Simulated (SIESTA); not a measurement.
The system is SnO.

```
Sn O
1.0
     3.81370    0.00000    0.00000
     0.00000    3.81370    0.00000
     0.00000    0.00000    4.88691
Sn O
2 2
Direct
  0.50000 0.00000 0.76463
  0.00000 0.50000 0.23537
  0.00000 0.00000 0.00000
  0.50000 0.50000 0.00000
```

The cell is a database's computed one.

* Program: SIESTA 5.4.2
* Task: relaxation of cell and atoms
* Functional: PBE
* Potentials or basis: PseudoDojo 0.4 standard (PBE files)
* Basis: DZP (energy shift 0.01 Ry)
* Grid cutoff: 800 Ry
* Energy shift: 0.01 Ry
* k mesh: 7 × 7 × 6
* Occupations: fermi-dirac, width 0.05 eV
* Spin: no spin polarisation

At the start: pressure 5.2 GPa; volume 17.77 Å³/atom.

Problem. How do energy, volume and symmetry change on relaxing?

Solution. Over 8 steps the energy falls by 15.4 meV/atom and the volume is 18.54 Å³/atom (+4.4 %); space group P4/nmm (No. 129, to 0.05 Å).

Step by step:
```tsv
step	energy change (eV)	largest force (eV/Å)	pressure (GPa)	volume (Å³)
1	0.0000	0.8039	5.17	71.08
2	-0.0272	0.4843	3.74	71.51
3	-0.0499	0.1114	0.96	72.49
4	-0.0514	0.1331	0.75	72.65
5	-0.0591	0.1451	-0.13	73.72
6	-0.0612	0.0704	-0.25	74.17
7	-0.0615	0.0126	-0.13	74.22
8	-0.0615	0.0041	-0.05	74.17
```

Final structure:
```xyz
4
Lattice="3.8907 0.0000 0.0000 0.0000 3.8907 0.0000 0.0000 0.0000 4.9000" Properties=species:S:1:pos:R:3 pbc="T T T"
Sn    1.9453    0.0000    3.7336
Sn    0.0000    1.9453    1.1664
O     0.0000    0.0000    0.0000
O     1.9453    1.9453    0.0000
```

Caveat: semicore shells carry a single zeta, which can move pressures by several GPa and volumes by a few percent; the basis of atomic orbitals isn't converged, which shifts pressures, moduli and gaps.
